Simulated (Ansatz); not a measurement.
Write the native input for Ansatz 0.2.0 that does the following.

```
Task                : band structure
Functional          : PBEsol
Potentials or basis : all-electron LAPW, inner shells corrected to Dirac's equation
Cutoff              : 413 eV (chosen from the basis error)
Basis error allowed : 0.002 eV/atom
k mesh              : 9 × 9 × 5
Occupations         : fermi-dirac, width 0.05 eV
Spin                : no spin polarisation
```

CuO:

```
Cu O
1.0
     2.87950    0.00000    0.00000
     0.03907    2.87928    0.00000
     0.01750    0.01724    5.17634
Cu O
2 2
Direct
  0.00000 0.50000 0.00000
  0.50000 0.00000 0.50000
  0.99842 0.00167 0.74989
  0.00158 0.99833 0.25011
```

The cell comes from a database or a generator and needn't be the stable form of this composition.

These files were run (other wordings do the same):

input.yaml

```yaml
crystal:
  lattice:
    - [2.8795009639, 0.0, 0.0]
    - [0.039072758, 2.8792794796, 0.0]
    - [0.0174953863, 0.0172449008, 5.1763391994]
  atoms:
    - { symbol: Cu, position: [0.0, 0.5, 0.0] }
    - { symbol: Cu, position: [0.5, 0.0, 0.5] }
    - { symbol: O, position: [0.99842397, 0.00167178, 0.7498871] }
    - { symbol: O, position: [0.00157603, 0.99832822, 0.2501129] }
kpoints:
  mp_grid: { grid: [9, 9, 5] }
  band_path:
    path:
      - [0.0, 0.0, 0.0]
      - [0.5, 0.5, 0.0]
      - [0.5009280546, 0.5009280546, 0.4940215567]
      - [0.5, 0.5, 0.5]
      - [0.5075950467, 0.4924049533, 0.5]
    npoints: 8
scf:
  occupations: { method: fermi_dirac, width: 0.05 }
hamiltonian:
  xc: pbesol
  pseudopotentials:
    kind: all_electron
    lapw: { basis_error: 0.002 }
    dirac_shells: { Cu: ["2p"] }
output:
  forces: true
  stress: true
  eigenvalues: true
```

Potentials or basis: all-electron LAPW, inner shells corrected to Dirac's equation.

Launch:

```bash
$ ansatz run input.yaml --threads 2 --pin off --max-ram 8192MiB --backend cpu --events-out ev --progress --plain --runs-dir out
```

Results of the run:

```json
{"Pressure": "-2.0 GPa", "Largest force": "0.013 eV/Å", "Band gap along the path": "none (metal or under the smearing width)"}
```

Caveat: the run has no spin polarisation, though such a crystal can be magnetic; semilocal functionals often make such compounds metallic where correlation or magnetic order opens a gap, which also shifts bond lengths.

Run time: 67 s on 2 threads of Arm Neoverse V2, with other jobs on the host, peak memory 1.2 GiB.
